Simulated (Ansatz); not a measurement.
Rock-salt NaBr was calculated with PBE (Ansatz, a program for electronic structure, plane waves, PAW).

Run with plane-wave cutoff 520 eV, 10×10×10 k mesh, Fermi–Dirac smearing 0.01 eV, scalar-relativistic PAW data made under PBE.

The cell has the measured lattice: a = 5.9730 Å, b = 5.9730 Å, c = 5.9730 Å, α = 90.00°, β = 90.00°, γ = 90.00°.

Task: What does this level give for the band gap and width of the whole s-p valence band?

Result: 
band gap: 4.16 eV (direct)
width of the whole s-p valence band: 12.80 eV

Measured, for comparison: band gap 7.1 eV (temperature not stated, no zero-point or thermal correction; as tabulated in Aguado et al. (1998), arXiv:cond-mat/9809176).

Note: cell and atoms aren't relaxed at this level (pressure 0.7 GPa).

Spin–orbit coupling is not included.

The computed numbers hold no vibrational or temperature effects.

It cost around 4 core-seconds (rough) of CPU time.
